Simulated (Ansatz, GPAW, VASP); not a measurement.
One calculation of BAs, 3 ways

```
CELL_PARAMETERS angstrom
0.00000 2.38850 2.38850
2.38850 0.00000 2.38850
2.38850 2.38850 0.00000
ATOMIC_POSITIONS crystal
As 0.75000 0.75000 0.75000
B 0.00000 0.00000 0.00000
```

Alike in all runs: task single point; functional LDA; k mesh 10 × 10 × 10; occupations gaussian, width 0.1 eV; no spin polarisation; no spin-orbit coupling. LDA stands for any of its common fits. Pressure is positive in compression and, in plane waves, holds the error of the finite cutoff.

```tsv
program and potentials	plane-wave cutoff (eV)	notes	band gap (eV)	pressure (GPa)
VASP, LDA PAW files As, B, 520 eV	520	-	1.12	-3.09
Ansatz, all-electron LAPW, scalar-relativistic	-	-	1.13	-3.92
GPAW, the program's PAW data sets (release 1.2.1) made for this functional	800	-	1.13	-3.45
```

The band gap spans 1.12 (VASP, LDA PAW files As, B, 520 eV) to 1.13 eV (Ansatz, all-electron LAPW, scalar-relativistic), with all-electron results at 1.13. The pressure spans -3.92 (Ansatz, all-electron LAPW, scalar-relativistic) to -3.09 GPa (VASP, LDA PAW files As, B, 520 eV), with all-electron results at -3.92. Spin-orbit coupling, left out here, moves the band edges of heavy atoms. The gap is indirect and read on the mesh alone.

Differences between rows come from potentials, basis sets and numerical settings, since the functional is the same but for its coding. Runs on potential files found faulty are left out.
